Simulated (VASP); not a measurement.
Write the native input for VASP 6.6.1 that does the following.

| Quantity | Value |
| --- | --- |
| Task | single point |
| Functional | PBE |
| Potentials or basis | VASP PAW PBE potentials, release 64 (Mn_pv, Si) |
| Cutoff | 600 eV |
| k mesh | 8 × 8 × 8 |
| Occupations | methfessel-paxton, width 0.1 eV |
| Spin | collinear spin, ferromagnetic start |
| Starting moments | [3.5, 3.5, 3.5, 3.5, 0.0, 0.0, 0.0, 0.0] μB |
| Further INCAR settings | ALGO = Normal; EDIFF = 1e-06; AMIX = 0.2; BMIX = 0.0001 |

The structure of MnSi lies in POSCAR:

```
MnSi
1.0
    4.5480000000      0.0000000000      0.0000000000
    0.0000000000      4.5480000000      0.0000000000
    0.0000000000      0.0000000000      4.5480000000
Mn Si
4 4
Direct
    0.1380000000      0.1380000000      0.1380000000
    0.3620000000      0.8620000000      0.6380000000
    0.6380000000      0.3620000000      0.8620000000
    0.8620000000      0.6380000000      0.3620000000
    0.8460000000      0.8460000000      0.8460000000
    0.6540000000      0.1540000000      0.3460000000
    0.3460000000      0.6540000000      0.1540000000
    0.1540000000      0.3460000000      0.6540000000
```

These files were run (other wordings do the same):

INCAR

```
ALGO = Normal ; AMIX = 0.2
AMIX_MAG = 0.8 ; BMIX = 1E-4
BMIX_MAG = 1E-4 ; EDIFF = 1E-6
ENCUT = 600 ; GGA = PE
ISIF = 2 ; ISMEAR = 1
ISPIN = 2 ; KPAR = 4
LASPH = T ; LCHARG = F
LMAXMIX = 4 ; LORBIT = 11
LREAL = F ; LWAVE = F
MAGMOM = 3.5 3.5 3.5 3.5 0 0 0 0 ; NELM = 150
PREC = Accurate ; SIGMA = 0.1
```

KPOINTS

```
k-points
0
Gamma
  8 8 8
```

Potentials or basis: VASP PAW PBE potentials, release 64 (Mn_pv, Si).

Command:

```bash
$ cat potpaw_PBE.64/Mn_pv/POTCAR potpaw_PBE.64/Si/POTCAR > POTCAR
$ mpirun -np 4 vasp_std > vasp.out
```

Results of the run:

The pressure is -4.5 GPa. The largest force is 0.245 eV/Å and the band gap on the k mesh is none (metal or under the smearing width). The net moment is 4.00 μB per cell. The site moments are Mn +1.07; Si -0.05 μB and the valence electrons inside the program's atomic spheres are Mn 11.97; Si 1.63.

Wall time 2.8 min on 4 MPI ranks on Intel(R) Xeon(R) Platinum 8259CL CPU @ 2.50GHz (Skylake/Cascade Lake) (shared host), peak memory 0.46 GiB a rank.
